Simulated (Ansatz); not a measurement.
## ZnS: energy less free atoms and pressure against volume per atom

Results calculated with Ansatz 0.2.0, not measured. Periodic Kohn-Sham DFT of a crystal at fixed atoms; pressure and stress are positive in compression; the energy is the free energy less that of spherical unpolarised free atoms; site moments are those in the method's own spheres, positive along +z.

Cell of the first row (space group F-43m, No. 216):
```
ZnS
1.0
      0.0000     2.6494     2.6494
      2.6494     0.0000     2.6494
      2.6494     2.6494     0.0000
Zn S
1 1
Direct
  0.00000 0.00000 0.00000
  0.75000 0.75000 0.75000
```

Settings of every row: method all-electron LAPW; functional PBE; relativity scalar; k mesh 8x8x8; filling fermi-dirac; smearing width 0.01 eV; basis error target 0.25 meV/atom; nucleus gaussian.

Atom start moment: 0 on all atoms.

| row | volume per atom (Å³) | energy less free atoms (eV/atom) | pressure (GPa) |
| --- | --- | --- | --- |
| 1 | 18.598 | -3.3892 | 6.728 |
| 2 | 18.796 | -3.3969 | 5.714 |
| 3 | 18.993 | -3.4033 | 4.753 |
| 4 | 19.389 | -3.4128 | 2.979 |
| 5 | 19.587 | -3.416 | 2.161 |
| 6 | 19.785 | -3.4182 | 1.386 |
| 7 | 19.983 | -3.4194 | 0.651 |
| 8 | 20.181 | -3.4198 | -0.046 |
| 9 | 20.576 | -3.4181 | -1.332 |
| 10 | 20.774 | -3.416 | -1.925 |
| 11 | 20.972 | ? | ? |

Question: what energy less free atoms and pressure should row 11 give?

Worked fit of energy less free atoms. Take u = (V_r/V)^(2/3) − 1 with V_r = 19.686 Å³ an atom, which is twice the finite (Eulerian) strain; such expansions in the strain, on which the Birch-Murnaghan equation of state is built, carry the rest volume and the bulk modulus. The shown rows have u = 0.03863, 0.03132, 0.02418, 0.01019, 0.00337, -0.00334, -0.00993, -0.01642, -0.02905, -0.03523. Least squares give energy less free atoms = −3.41721 + 0.3277 × u + 10.265 × u² eV/atom; a straight line predicts inner rows, each left out in turn, worse (root mean square 0.0049 against 3.5e-05 eV/atom). The rows lie off it by 0.0000, 0.0000, 0.0000, 0.0000, 0.0000, 0.0000, 0.0001, 0.0000, 0.0000, 0.0000. Its lowest point lies at u = -0.0160, or V = 20.17 Å³ an atom, and the curvature there gives the bulk modulus at fixed shape and fractions, B = (4/9)(1 + u)² E″(u)/V = 70.2 GPa. The withheld row has u = -0.04131, so the fit gives −3.41721 + 0.3277 × (-0.04131) + 10.265 × (-0.04131)² = -3.4132 eV/atom.

The calculation gave -3.4133 eV/atom. The fit lies 0.0001 eV/atom (0.33 % of the column's range) above it, one unit of the last digit. This row lies beyond the range of the fit.

Worked fit of pressure. Take u = (V_r/V)^(2/3) − 1 with V_r = 19.686 Å³ an atom, which is twice the finite (Eulerian) strain; such expansions in the strain, on which the Birch-Murnaghan equation of state is built, carry the rest volume and the bulk modulus. The shown rows have u = 0.03863, 0.03132, 0.02418, 0.01019, 0.00337, -0.00334, -0.00993, -0.01642, -0.02905, -0.03523. Least squares give pressure = 1.7679 + 115.621 × u + 318.09 × u² + 344 × u³ GPa; a parabola predicts inner rows, each left out in turn, worse (root mean square 0.004 against 0.0016 GPa). The rows lie off it by -0.001, 0.002, -0.001, 0.000, 0.000, 0.001, 0.000, 0.000, -0.001, 0.001. The pressure vanishes at u = -0.0160, or V = 20.17 Å³ an atom, and there the bulk modulus at fixed shape and fractions is B = −V dP/dV = (2/3)(1 + u) dP/du = 69.4 GPa. The withheld row has u = -0.04131, so the fit gives 1.7679 + 115.621 × (-0.04131) + 318.09 × (-0.04131)² + 344 × (-0.04131)³ = -2.490 GPa.

The calculation gave -2.488 GPa. The fit lies 0.002 GPa (0.022 % of the column's range) below it; its largest miss of a shown row is 0.002 GPa. This row lies beyond the range of the fit.
